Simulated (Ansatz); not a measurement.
The system is HfO2.

```
CELL_PARAMETERS angstrom
5.08032 0.00000 0.00000
0.00000 5.16487 0.00000
0.00000 0.00000 4.89088
ATOMIC_POSITIONS crystal
Hf 0.22259 0.78180 0.27207
Hf 0.72259 0.71820 0.72793
Hf 0.77741 0.21820 0.27207
Hf 0.27741 0.28180 0.72793
O 0.18682 0.16365 0.10453
O 0.68682 0.33635 0.89547
O 0.81318 0.83635 0.10453
O 0.31318 0.66365 0.89547
O 0.00000 0.50000 0.48905
O 0.50000 0.00000 0.51095
O 0.00000 0.00000 0.57562
O 0.50000 0.50000 0.42438
```

The cell comes from a database or a generator and needn't be the stable form of this composition.

Base run:

* Program: Ansatz 0.2.0
* Functional: PBE
* Potentials or basis: Ansatz PAW
* Cutoff: 420 eV (not typed: the program's choice for these potentials)
* k mesh: 4 × 4 × 5
* Occupations: fermi-dirac, width 0.05 eV
* Spin: no spin polarisation

Its results: band gap on the k mesh 3.94 eV, direct; pressure 9.9 GPa; largest force 0.184 eV/Å.

The run is repeated on the same cell with these changes: k mesh from 4 × 4 × 5 to 5 × 5 × 6. What comes out?

Band gap on the k mesh 3.86 eV, direct; pressure 9.9 GPa; largest force 0.184 eV/Å.

Caveats: spin-orbit coupling is left out, which moves the levels of the heavy elements; odd divisions of the mesh miss points on the zone boundary, where band edges often lie, so the gap on the mesh can be too wide (some runs).
